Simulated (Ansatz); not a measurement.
**SnTe under changes of volume**

One of the cells (31.281 Å³/atom); the others are scaled copies at fixed shape and fractional positions:

```xyz
2
Lattice="0.0000 3.1509 3.1509 3.1509 0.0000 3.1509 3.1509 3.1509 0.0000" Properties=species:S:1:pos:R:3 pbc="T T T"
Te    3.1509    3.1509    3.1509
Sn    0.0000    0.0000    0.0000
```

```yaml
Program: Ansatz 0.2.0
Functional: PBE
Potentials_or_basis: Ansatz PAW
Cutoff: "420 eV (not typed: the program's choice for these potentials)"
k_mesh: 7 × 7 × 7
Occupations: fermi-dirac, width 0.05 eV
Spin: no spin polarisation
```

```tsv
volume (Å³/atom)	energy over the lowest point (meV/atom)	pressure (GPa)
29.404	?	?
30.030	36.05	4.4
30.656	21.01	3.3
31.281	10.30	2.2
31.907	3.47	1.3
32.532	0.15	0.4
33.158	0.00	-0.3
```

What does the run at 29.404 Å³/atom give?

Energy over the lowest point 55.89 meV/atom; pressure 5.7 GPa.

Worked out: A Birch-Murnaghan fit of order 3 (a polynomial in V^(-2/3)) to the other rows has its minimum at 32.87 Å³/atom with B0 = V·E''(V) = 40 GPa and B' = 4.3. It gives 55.88 meV/atom at 29.404 Å³/atom, against the run's 55.89, and -dE/dV = 5.7 GPa, against 5.7.

Energies are extrapolated to zero smearing.
